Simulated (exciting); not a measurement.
# Nb (Im-3m) in exciting: reference runs, part 2 of 2

exciting (release sodium). The steps go on from the part before.

**3. Single point, PBE (cell strained at random at fixed volume)**

Input file input.xml:

```xml
<input>
  <title>Nb</title>
  <structure speciespath="./" tshift="false">
    <crystal scale="1">
      <basevect>-3.127145247196 3.140518838980 3.142801628139</basevect>
      <basevect>3.046026863571 -3.155419329473 3.076583735006</basevect>
      <basevect>3.217916351867 3.246188544417 -3.157702118632</basevect>
    </crystal>
    <species speciesfile="Nb.xml" rmt="2.3">
      <atom coord="-0.002892000000 -0.007653000000 0.005276000000"/>
    </species>
  </structure>
  <groundstate do="fromscratch" ngridk="11 11 11" rgkmax="9" gmaxvr="14" lmaxapw="10" lmaxmat="10" lmaxvr="8" xctype="GGA_PBE" stype="Fermi Dirac" swidth="0.00183747" nempty="12" ValenceRelativity="iora*" epsengy="1e-05" epspot="1e-05" maxscl="60" tforce="true" outputlevel="normal"/>
</input>
```

Potentials or basis: all-electron LAPW+lo, shipped species files, valence relativity iora*.

Launch:

```
$ OMP_NUM_THREADS=1 exciting_smp
```

INFO.OUT:

```text
================================================================================
EXCITING SODIUM started
[... 10 lines left out ...]

 Lattice vectors (cartesian) :
     -3.1271452472      3.1405188390      3.1428016281
      3.0460268636     -3.1554193295      3.0765837350
      3.2179163519      3.2461885444     -3.1577021186

 Reciprocal lattice vectors (cartesian) :
     -0.0011770489      0.9861701955      1.0126055677
      1.0165008420     -0.0120591778      1.0234873952
      0.9892164012      0.9697672898      0.0152255630

 Unit cell volume                           :     124.3590595497
 Brillouin zone volume                      :       1.9946292159

 Species :    1 (Nb)
     parameters loaded from                 :    Nb.xml
     name                                   :    niobium
     nuclear charge                         :     -41.00000000
     electronic charge                      :      41.00000000
     atomic mass                            :  169357.97030000
     muffin-tin radius                      :       2.30000000
     # of radial points in muffin-tin       :     400

     atomic positions (lattice) :
       1 :   0.99710800  0.99234700  0.00527600

 Total number of atoms per unit cell        :       1

 Spin treatment                             :    spin-unpolarised

 Number of Bravais lattice symmetries       :       2
 Number of crystal symmetries               :       1

 k-point grid                               :      11   11   11
 Total number of k-points                   :    1331
 k-point set is reduced with crystal symmetries

 R^MT_min * |G+k|_max (rgkmax)              :       9.00000000
 Species with R^MT_min                      :       1 (Nb)
 Maximum |G+k| for APW functions            :       3.91304348
 Maximum |G| for potential and density      :      14.00000000

 G-vector grid sizes                        :      25    24    25
 Total number of G-vectors                  :    5747

 Maximum angular momentum used for
     APW functions                          :      10
     computing H and O matrix elements      :      10
     potential and density                  :       8
     inner part of muffin-tin               :       2

 Total nuclear charge                       :     -41.00000000
 Total electronic charge                    :      41.00000000
 Total core charge                          :      28.00000000
 Total valence charge                       :      13.00000000

 Number of empty states                     :      12
 Total number of valence states             :      19

 Maximum Hamiltonian size                   :     150
 Maximum number of plane-waves              :     137
 Total number of local-orbitals             :      13

 Exchange-correlation type                  :      20
[... 23 lines left out ...]
+ SCF iteration number :    1                                                  +
++++++++++++++++++++++++++++++++++++++++++++++++++++++++++++++++++++++++++++++++
 Total energy                               :     -3814.19894552
 _______________________________________________________________
 Fermi energy                               :         0.44776750
 Kinetic energy                             :      3958.27388216
 Coulomb energy                             :     -7653.54807092
 Exchange energy                            :      -116.79443506
 Correlation energy                         :        -2.13032170

 DOS at Fermi energy (states/Ha/cell)       :        36.45044104

 Electron charges :
     core                                   :        28.00000000
     core leakage                           :         0.00000950
     valence                                :        13.00000000
     interstitial                           :         2.76815260
     charge in muffin-tin spheres :
                  atom     1    Nb          :        38.23184740
     total charge in muffin-tins            :        38.23184740
     total charge                           :        41.00000000

++++++++++++++++++++++++++++++++++++++++++++++++++++++++++++++++++++++++++++++++
+ SCF iteration number :    2                                                  +
++++++++++++++++++++++++++++++++++++++++++++++++++++++++++++++++++++++++++++++++
 Total energy                               :     -3817.58359586
 _______________________________________________________________
 Fermi energy                               :         0.44152451
 Kinetic energy                             :      3956.20334248
 Coulomb energy                             :     -7654.78069484
 Exchange energy                            :      -116.87633058
 Correlation energy                         :        -2.12991292
[... 270 lines left out ...]
++++++++++++++++++++++++++++++++++++++++++++++++++++++++++++++++++++++++++++++++
+ SCF iteration number :   12                                                  +
++++++++++++++++++++++++++++++++++++++++++++++++++++++++++++++++++++++++++++++++
 Total energy                               :     -3820.47328777
 _______________________________________________________________
 Fermi energy                               :         0.43474109
 Kinetic energy                             :      3954.07968283
 Coulomb energy                             :     -7655.47084024
 Exchange energy                            :      -116.95282539
 Correlation energy                         :        -2.12930497

 DOS at Fermi energy (states/Ha/cell)       :        47.29900592

 Electron charges :
     core                                   :        28.00000000
     core leakage                           :         0.00000901
     valence                                :        13.00000000
     interstitial                           :         2.59767321
     charge in muffin-tin spheres :
                  atom     1    Nb          :        38.40232679
     total charge in muffin-tins            :        38.40232679
     total charge                           :        41.00000000

 RMS change in effective potential (target) :  0.200423E-08  ( 0.100000E-04)
 Absolute change in total energy   (target) :  0.472067E-06  ( 0.100000E-04)
 Charge distance                   (target) :  0.340784E-08  ( 0.100000E-04)
 Abs. change in max-nonIBS-force   (target) :   0.00000      ( 0.500000E-04)

++++++++++++++++++++++++++++++++++++++++++++++++++++++++++++++++++++++++++++++++
| Convergency criteria checked for the last 2 iterations                       +
| Convergence targets achieved. Performing final SCF iteration                 +
++++++++++++++++++++++++++++++++++++++++++++++++++++++++++++++++++++++++++++++++
 Total energy                               :     -3820.47328764
 _______________________________________________________________
 Fermi energy                               :         0.43474109
 Kinetic energy                             :      3954.07968285
 Coulomb energy                             :     -7655.47084013
 Exchange energy                            :      -116.95282538
 Correlation energy                         :        -2.12930497

 DOS at Fermi energy (states/Ha/cell)       :        47.29900704

 Electron charges :
     core                                   :        28.00000000
     core leakage                           :         0.00000901
     valence                                :        13.00000000
     interstitial                           :         2.59767322
     charge in muffin-tin spheres :
                  atom     1    Nb          :        38.40232678
     total charge in muffin-tins            :        38.40232678
     total charge                           :        41.00000000

++++++++++++++++++++++++++++++++++++++++++++++++++++++++++++++++++++++++++++++++
+ Self-consistent loop stopped                                                 +
++++++++++++++++++++++++++++++++++++++++++++++++++++++++++++++++++++++++++++++++
 STATE.OUT is written

--------------------------------------------------------------------------------
- Writing atomic positions and forces                                          -
--------------------------------------------------------------------------------

 Atomic positions (lattice) :
 atom     1  Nb  :     0.99710800    0.99234700    0.00527600

 Total atomic forces including IBS (cartesian) :
 atom     1  Nb  :     0.00000000    0.00000000    0.00000000

 Atomic force components including IBS (cartesian) :
 atom     1  Nb  :     0.00000000    0.00000000    0.00000000   HF force
                 :     0.00000000    0.00000000    0.00000000   core correction
                 :     0.00000000    0.00000000    0.00000000   IBS correction

********************************************************************************
* Groundstate module stopped                                                   *
********************************************************************************

================================================================================
| EXCITING SODIUM stopped                                                      =
================================================================================
```

It took 5.6 min on 1 thread of Arm Neoverse V1, shared host; peak memory 0.11 GiB.

Results:

```yaml
Free_energy: -103960.3887 eV
Band_gap_on_the_k_mesh: none (metal or under the smearing width)
All_electrons_inside_the_program's_atomic_spheres: Nb 38.40 (radii Nb 2.3 bohr)
```

Caveat: the log's total energy holds no entropy term; the free energy is that total less TS from the occupations.

**4. Equation of state, PBE, 17.32 Å³/atom (volume scaled by 0.94)**

Input file input.xml:

```xml
<input>
  <title>Nb</title>
  <structure speciespath="./" tshift="false">
    <crystal scale="1">
      <basevect>-3.080220145570 3.080220145570 3.080220145570</basevect>
      <basevect>3.080220145570 -3.080220145570 3.080220145570</basevect>
      <basevect>3.080220145570 3.080220145570 -3.080220145570</basevect>
    </crystal>
    <species speciesfile="Nb.xml" rmt="2.3">
      <atom coord="0.000000000000 0.000000000000 0.000000000000"/>
    </species>
  </structure>
  <groundstate do="fromscratch" ngridk="11 11 11" rgkmax="9" gmaxvr="14" lmaxapw="10" lmaxmat="10" lmaxvr="8" xctype="GGA_PBE" stype="Fermi Dirac" swidth="0.00183747" nempty="12" ValenceRelativity="iora*" epsengy="1e-05" epspot="1e-05" maxscl="60" outputlevel="normal"/>
</input>
```

Launch:

```
$ OMP_NUM_THREADS=1 exciting_smp
```

Wall time 21 s (1 thread of Arm Neoverse V1, shared host); peak memory 0.09 GiB.

The run converged. Its results:

- Free energy: -103960.3681 eV
- Band gap on the k mesh: none (metal or under the smearing width)
- All electrons inside the program's atomic spheres: Nb 38.48 (radii Nb 2.3 bohr)

Caveat: the log's total energy holds no entropy term; the free energy is that total less TS from the occupations.

**5. Equation of state, PBE, 17.69 Å³/atom (volume scaled by 0.96)**

input.xml: that of step 4 with these lines changed.

```diff
@@ -4,5 +4,5 @@
     <crystal scale="1">
-      <basevect>-3.080220145570 3.080220145570 3.080220145570</basevect>
-      <basevect>3.080220145570 -3.080220145570 3.080220145570</basevect>
-      <basevect>3.080220145570 3.080220145570 -3.080220145570</basevect>
+      <basevect>-3.101912551372 3.101912551372 3.101912551372</basevect>
+      <basevect>3.101912551372 -3.101912551372 3.101912551372</basevect>
+      <basevect>3.101912551372 3.101912551372 -3.101912551372</basevect>
     </crystal>
```

Launch:

```
$ OMP_NUM_THREADS=1 exciting_smp
```

Wall time 21 s (1 thread of Arm Neoverse V1, shared host); peak memory 0.09 GiB.

The run converged. Its results:

- Free energy: -103960.3850 eV
- Band gap on the k mesh: none (metal or under the smearing width)
- All electrons inside the program's atomic spheres: Nb 38.45 (radii Nb 2.3 bohr)

Caveat: the log's total energy holds no entropy term; the free energy is that total less TS from the occupations.

**6. Equation of state, PBE, 18.06 Å³/atom (volume scaled by 0.98)**

input.xml: that of step 5 with these lines changed.

```diff
@@ -4,5 +4,5 @@
     <crystal scale="1">
-      <basevect>-3.101912551372 3.101912551372 3.101912551372</basevect>
-      <basevect>3.101912551372 -3.101912551372 3.101912551372</basevect>
-      <basevect>3.101912551372 3.101912551372 -3.101912551372</basevect>
+      <basevect>-3.123305727735 3.123305727735 3.123305727735</basevect>
+      <basevect>3.123305727735 -3.123305727735 3.123305727735</basevect>
+      <basevect>3.123305727735 3.123305727735 -3.123305727735</basevect>
     </crystal>
```

Potentials or basis: all-electron LAPW+lo, shipped species files, valence relativity iora*.

Launch:

```
$ OMP_NUM_THREADS=1 exciting_smp
```

Wall time 21 s (1 thread of Arm Neoverse V1, shared host); peak memory 0.1 GiB.

The run converged. Its results:

| Item | Value |
| --- | --- |
| Free energy | -103960.3927 eV |
| Band gap on the k mesh | none (metal or under the smearing width) |
| All electrons inside the program's atomic spheres | Nb 38.42 (radii Nb 2.3 bohr) |

Caveat: the log's total energy holds no entropy term; the free energy is that total less TS from the occupations.

**7. Equation of state, PBE, 18.43 Å³/atom**

input.xml: that of step 6 with these lines changed.

```diff
@@ -4,5 +4,5 @@
     <crystal scale="1">
-      <basevect>-3.123305727735 3.123305727735 3.123305727735</basevect>
-      <basevect>3.123305727735 -3.123305727735 3.123305727735</basevect>
-      <basevect>3.123305727735 3.123305727735 -3.123305727735</basevect>
+      <basevect>-3.144409785071 3.144409785071 3.144409785071</basevect>
+      <basevect>3.144409785071 -3.144409785071 3.144409785071</basevect>
+      <basevect>3.144409785071 3.144409785071 -3.144409785071</basevect>
     </crystal>
```

Launch:

```
$ OMP_NUM_THREADS=1 exciting_smp
```

Wall time 22 s (1 thread of Arm Neoverse V1, shared host); peak memory 0.1 GiB.

It converged, with:

- Free energy: -103960.3923 eV
- Band gap on the k mesh: none (metal or under the smearing width)
- All electrons inside the program's atomic spheres: Nb 38.40 (radii Nb 2.3 bohr)

Caveat: the log's total energy holds no entropy term; the free energy is that total less TS from the occupations.

**8. Equation of state, PBE, 18.80 Å³/atom (volume scaled by 1.02)**

input.xml: that of step 7 with these lines changed.

```diff
@@ -4,5 +4,5 @@
     <crystal scale="1">
-      <basevect>-3.144409785071 3.144409785071 3.144409785071</basevect>
-      <basevect>3.144409785071 -3.144409785071 3.144409785071</basevect>
-      <basevect>3.144409785071 3.144409785071 -3.144409785071</basevect>
+      <basevect>-3.165234297867 3.165234297867 3.165234297867</basevect>
+      <basevect>3.165234297867 -3.165234297867 3.165234297867</basevect>
+      <basevect>3.165234297867 3.165234297867 -3.165234297867</basevect>
     </crystal>
```

Launch:

```
$ OMP_NUM_THREADS=1 exciting_smp
```

Wall time 22 s (1 thread of Arm Neoverse V1, shared host); peak memory 0.1 GiB.

Results (log left out):

```
Free energy                                       : -103960.3842 eV
Band gap on the k mesh                            : none (metal or under the smearing width)
All electrons inside the program's atomic spheres : Nb 38.37 (radii Nb 2.3 bohr)
```

Caveat: the log's total energy holds no entropy term; the free energy is that total less TS from the occupations.

**9. Equation of state, PBE, 19.17 Å³/atom (volume scaled by 1.04)**

input.xml: that of step 8 with these lines changed.

```diff
@@ -4,5 +4,5 @@
     <crystal scale="1">
-      <basevect>-3.165234297867 3.165234297867 3.165234297867</basevect>
-      <basevect>3.165234297867 -3.165234297867 3.165234297867</basevect>
-      <basevect>3.165234297867 3.165234297867 -3.165234297867</basevect>
+      <basevect>-3.185788343234 3.185788343234 3.185788343234</basevect>
+      <basevect>3.185788343234 -3.185788343234 3.185788343234</basevect>
+      <basevect>3.185788343234 3.185788343234 -3.185788343234</basevect>
     </crystal>
```

Potentials or basis: all-electron LAPW+lo, shipped species files, valence relativity iora*.

Launch:

```
$ OMP_NUM_THREADS=1 exciting_smp
```

Wall time 19 s (1 thread of Arm Neoverse V1, shared host); peak memory 0.1 GiB.

Results (log left out):

```
Free energy                                       : -103960.3690 eV
Band gap on the k mesh                            : none (metal or under the smearing width)
All electrons inside the program's atomic spheres : Nb 38.35 (radii Nb 2.3 bohr)
```

Caveat: the log's total energy holds no entropy term; the free energy is that total less TS from the occupations.

**10. Equation of state, PBE, 19.53 Å³/atom (volume scaled by 1.06)**

input.xml: that of step 9 with these lines changed.

```diff
@@ -4,5 +4,5 @@
     <crystal scale="1">
-      <basevect>-3.185788343234 3.185788343234 3.185788343234</basevect>
-      <basevect>3.185788343234 -3.185788343234 3.185788343234</basevect>
-      <basevect>3.185788343234 3.185788343234 -3.185788343234</basevect>
+      <basevect>-3.206080535866 3.206080535866 3.206080535866</basevect>
+      <basevect>3.206080535866 -3.206080535866 3.206080535866</basevect>
+      <basevect>3.206080535866 3.206080535866 -3.206080535866</basevect>
     </crystal>
```

Launch:

```
$ OMP_NUM_THREADS=1 exciting_smp
```

It took 23 s on 1 thread of Arm Neoverse V1, shared host; peak memory 0.1 GiB.

Results (log left out):

```yaml
Free_energy: -103960.3475 eV
Band_gap_on_the_k_mesh: none (metal or under the smearing width)
All_electrons_inside_the_program's_atomic_spheres: Nb 38.33 (radii Nb 2.3 bohr)
```

Caveat: the log's total energy holds no entropy term; the free energy is that total less TS from the occupations.

**11. Equation of state, PBE**

Potentials or basis: all-electron LAPW+lo, shipped species files, valence relativity iora*.

This step only gathers the single runs of the series.

Results:

| Item | Value |
| --- | --- |
| Equilibrium volume | 18.22 Å³/atom |
| Bulk modulus | 172 GPa |
| Pressure derivative of the bulk modulus | 3.2 |

Energy against volume, from the lowest point:
```csv
volume (Å³/atom),energy (meV/atom)
17.322,24.69
17.691,7.76
18.060,0.00
18.428,0.43
18.797,8.52
19.165,23.72
19.534,45.23
```

**12. Summary**

| task | cell | epsengy | epspot | maxscl | gap on the mesh (eV) |
| --- | --- | --- | --- | --- | --- |
| single point | as given | 1e-05 Ha | 1e-05 Ha | 60 | none |
| single point | cell strained at random at fixed volume | 1e-05 Ha | 1e-05 Ha | 60 | none |
| equation of state | as given | - | - | - | - |

Alike in all rows: level PBE; potentials or basis all-electron LAPW+lo, shipped species files, valence relativity iora*; no spin polarisation; k mesh 11 × 11 × 11; smearing fermi-dirac 0.05 eV; rgkmax 9.

Caveats: the free energy is that total less TS from the occupations (some runs).

Compare energies only between runs with the same functional and basis.

**13. Against experiment**

Step 11. Measured bulk modulus of Nb: 169 GPa (quoted in “Pressure effects on the electronic structure and superconductivity of (TaNb)0.67(HfZrTi)0.33 high entropy alloy”, 2019, arxiv:1910.08312). This calculation gives 172 GPa (+1.8 %). The fit is for a static lattice scaled at fixed shape and fixed fractional positions.
